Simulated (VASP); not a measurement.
Runs of VASP 6.6.1 on Ag. It takes space group Im-3m (No. 229, cubic). Conventional cell: a = 3.311 Å, b = 3.311 Å, c = 3.311 Å, α = 90.00°, β = 90.00°, γ = 90.00°. Ag (site symmetry m-3m) has 8 Ag at 2.87 Å as nearest neighbours. This isn't the form of Ag at room conditions, which is fcc.

```tsv
level	gap on the mesh (eV)	pressure (GPa)	relaxed volume (Å³/atom)
PBEsol	none	0.0	16.77
PBEsol+D3(BJ)	none	-0.2	(b)
PBEsol+rVV10	none	0.0	16.64
PBEsol+D4	none	-0.1	16.35
PBEsol+D3	none	0.0	(a)
```

Alike in all rows: task relaxation of cell and atoms; potentials or basis VASP PAW PBE potentials, release 64 (Ag); no spin polarisation; cell relaxed; k mesh 11 × 11 × 11; cutoff (eV) 600; smearing fermi-dirac 0.05 eV.

Q: Fill in the values left out.

A: (a) 16.27; (b) 16.04.

Caveats: the PAW data sets were made with another functional, which shifts forces and pressure a little; pairwise dispersion overbinds metals, which lowers pressure and volume (some runs).

A k mesh can miss the band edges, and the runs leave out spin-orbit coupling on Ag.

A gap of «none» marks a metal or a gap under the smearing width.

Runs at the PBE level aren't shown here.
